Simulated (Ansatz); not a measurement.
**ZrO$_{2}$: computed property card**

ZrO2:
```xyz
6
Lattice="3.6011 0.0000 0.0000 0.0000 3.6011 0.0000 0.0000 0.0000 5.2300" Properties=species:S:1:pos:R:3 pbc="T T T"
Zr     0.0000     0.0000     0.0000
Zr     1.8005     1.8005     2.6150
O      0.0000     1.8005     1.5880
O      0.0000     1.8005     4.2030
O      1.8005     0.0000     1.0270
O      1.8005     0.0000     3.6420
```

Space group P4_2/nmc (No. 137); conventional cell a = b = 3.601 Å, c = 5.230 Å, α = β = γ = 90.00°.

Method: r²SCAN in the plane-wave PAW code Ansatz. Geometry: relaxed at this level of theory. Other levels are named where they apply.

Cell and energy:

| Property | Value |
|---|---|
| Volume per atom | 11.30 Å³ |
| Density | 6.03 g/cm³ |
| Formation energy from the elements (no fitted shifts) | -3.69 eV/atom |

Electronic structure:

| Property | Result |
|---|---|
| Band gap | 4.60 eV (indirect) |
| Valence-band maximum | on the M–Γ line, 54 % of the way from M |
| Conduction-band minimum | at Γ |
| Smallest direct gap on the standard path | 4.72 eV |
| Electron effective mass | 0.63, 0.63, 2.2 mₑ (principal values) |
| Electron effective mass with spin–orbit coupling | 0.63, 0.63, 2.2 mₑ (principal values) |
| Hole effective mass | 0.71, 2.1, 9.9 mₑ (principal values) |
| Hole effective mass with spin–orbit coupling | 0.72, 2.1, 8.7 mₑ (principal values) |
| HSE06 gap on the r²SCAN cell | 5.72 eV |
| Gap with spin–orbit coupling | 4.60 eV |

Mechanics:

| Quantity | Value |
|---|---|
| Bulk modulus (Birch–Murnaghan fit) | 1790 kbar |
| Pressure derivative B′ | 5.9 |

Charges:

| Item | Value |
|---|---|
| Bader charges | Zr +2.70, O -1.35 e |

This is a known high-temperature phase of the composition, computed here at zero pressure and temperature. The cell was relaxed with r²SCAN under the symmetry of its start; its stability against distortions is not shown here. The run is not spin-polarised. The references are the lowest solids computed at this level, not always the standard phases (solids in place of the gases). Scalar-relativistic: spin–orbit coupling is off unless named, which matters more the heavier the elements.

Potentials: the earlier of the program's two PAW sets.
